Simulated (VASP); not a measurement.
# SiH₂O₂: screened Coulomb integrals of an active space by constrained RPA

SiH₂O₂, molecule in box, 5 atoms in the cell.

| Functional | Screened U within a state, mean (eV) | Screened U' between states, mean (eV) | Screened J (eV) | Bare U within a state, mean (eV) | Bare U' between states, mean (eV) | Time (s) |
|---|---|---|---|---|---|---|
| LDA | 7.45 | 7.05 | 0.89 | 9.89 | 9.23 | 161 |
| PBE | 7.46 | 7.05 | 0.88 | 9.88 | 9.21 | 157 |
| r2SCAN | 7.71 | 7.29 | 0.94 | 9.99 | 9.31 | 614 |
| PBE0 | 7.90 | 7.44 | 0.97 | 9.86 | 9.15 | 367 |
| HSE06 | 7.75 | 7.30 | 0.96 | 9.88 | 9.17 | 405 |

Limits: the periodic box is only 6.40 Å wide at its narrowest and no larger one was tried.

## Input of the first row

INCAR.step1:
```
ALGO = Normal
EDIFF = 1E-7
ENCUT = 420
GGA = CA
ISMEAR = -1
LASPH = T
LCHARG = F
LWAVE = T
NELM = 150
PREC = Accurate
SIGMA = 0.02
```

INCAR.step2, as INCAR.step1 but for:
```
- ALGO = Normal
- NELM = 150
+ ALGO = Exact
+ LOPTICS = T
+ NBANDS = 129
+ NELM = 1
```

INCAR.step3:
```
ALGO = CRPA
ENCUT = 420
ENCUTGW = 90
GGA = CA
ISMEAR = -1
LASPH = T
LCHARG = F
LOCALIZED_BASIS = BLOCH
LWAVE = F
NBANDS = 132
NCRPA_BANDS = 9 10
NTARGET_STATES = 9 10
PREC = Accurate
PRECFOCK = Fast
SIGMA = 0.02
```

KPOINTS:
```
k-points
0
Gamma
  1 1 1
```

POSCAR:
```
SiH2O2
1.0
    8.3400000000      0.0000000000      0.0000000000
    0.0000000000      6.4400000000      0.0000000000
    0.0000000000      0.0000000000      6.4000000000
O Si H
2 1 2
Direct
    0.2995024000      0.4946583900      0.4780000000
    0.5967685900      0.5401708000      0.5316874900
    0.4471283000      0.3881832200      0.6096718700
    0.3248381200      0.6118167800      0.3903281300
    0.7004976000      0.5090217400      0.5886875000
```

Commands (each step's output is kept before the next begins):
```
cat potpaw_LDA.64/O_GW/POTCAR potpaw_LDA.64/Si_GW/POTCAR potpaw_LDA.64/H_GW/POTCAR > POTCAR
cp INCAR.step1 INCAR
mpirun -np 4 vasp_std > vasp.out
cp INCAR.step2 INCAR
mpirun -np 4 vasp_std > vasp.out
cp INCAR.step3 INCAR
mpirun -np 4 vasp_std > vasp.out
```

Changes of the last row against the first:
```
(all steps)
- GGA = CA
+ GGA = PE
+ LHFCALC = True
+ HFSCREEN = 0.2
- cat potpaw_LDA.64/O_GW/POTCAR potpaw_LDA.64/Si_GW/POTCAR potpaw_LDA.64/H_GW/POTCAR > POTCAR
+ cat potpaw_PBE.64/O_GW/POTCAR potpaw_PBE.64/Si_GW/POTCAR potpaw_PBE.64/H_GW/POTCAR > POTCAR
```

VASP 6.6.1 took 161 s on 4 cores (Intel Xeon Platinum 8124M @ 3.00GHz (Skylake/Cascade Lake)), a shared host.
